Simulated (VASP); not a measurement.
Here is a VASP 6.6.1 calculation.

INCAR

```
PREC = Accurate
ENCUT = 520
EDIFF = 1E-6
ISMEAR = 0
SIGMA = 0.1
LREAL = F
LASPH = T
NELM = 80
ALGO = Normal
ISIF = 2
LWAVE = F
LCHARG = F
METAGGA = R2SCAN
LMIXTAU = T
NBANDS = 11
```

Contents of KPOINTS:

```
regular mesh
0
Gamma
  18 18 18
```

Contents of POSCAR:

```
Pd
1.0
    0.0000000000      1.9362400000      1.9362400000
    1.9362400000      0.0000000000      1.9362400000
    1.9362400000      1.9362400000      0.0000000000
Pd
1
Direct
    0.0000000000      1.0000000000      1.0000000000
```

Potentials or basis: VASP PAW PBE potentials, release 64 (Pd).

Run with:

```sh
$ cat potpaw_PBE.64/Pd/POTCAR > POTCAR
$ mpirun -np 1 vasp_std > vasp.out
```

Problem. Estimate the band gap on the k mesh.

Solution. None (metal or under the smearing width).

Problem. Estimate the pressure.

Solution. 6.2 GPa.

Caveat: the PAW data sets were made with another functional, which shifts forces and pressure a little.
